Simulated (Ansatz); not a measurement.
System: W (fcc type), 1 atom in the cell.

Level of theory: Ansatz, PBE with spin–orbit coupling, all-electron LAPW, point nucleus.

k-mesh 4×4×4 Γ-centred; Fermi–Dirac smearing of 0.15 eV.

```yaml
crystal:
  lattice:
    - [0.00000, 2.02060, 2.02060]
    - [2.02060, 0.00000, 2.02060]
    - [2.02060, 2.02060, 0.00000]
  atoms:
    - { symbol: W, position: [0.00000, 0.00000, 0.00000] }
```
Lattice in Å, positions in fractions of it.

(1) Would the cell expand or shrink if it were free to relax?

## Answers

(1) The pressure is -0.91 GPa, so at these settings the cell is stretched and would shrink.

The k-mesh is coarse, so these values belong to this mesh and can lie far from the converged ones. This cubic structure is a model: it isn't the usual form of the substance at ambient conditions, and such phases are metastable or hypothetical.
